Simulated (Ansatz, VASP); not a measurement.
One calculation of CaO, two programs

```
Ca O
1.0
     0.00000    2.43909    2.43909
     2.43909    0.00000    2.43909
     2.43909    2.43909    0.00000
Ca O
1 1
Cartesian
  0.0000 0.0000 0.0000
  2.4391 2.4391 2.4391
```

Alike in both runs: task single point; functional PBE; k mesh 8 × 8 × 8; no spin polarisation.

```csv
,VASP,Ansatz
version,VASP 6.6.1,Ansatz 0.2.0
potentials or method,"VASP PAW PBE potentials, release 64 (Ca_sv, O)","plane waves, PAW"
plane-wave cutoff (eV),520,420
occupations,"gaussian, width 0.01 eV",fixed
valence electrons in the cell,16,16
```

|  | VASP | Ansatz | Ansatz less VASP |
| --- | --- | --- | --- |
| gap on the k mesh at the Fermi level (eV) | 3.64 | 3.66 | +0.017 |
| pressure (GPa) | -2.4 | -2.9 | -0.46 |

A k mesh can miss the band edges. As with any semilocal functional, this PBE gap is likely too small.
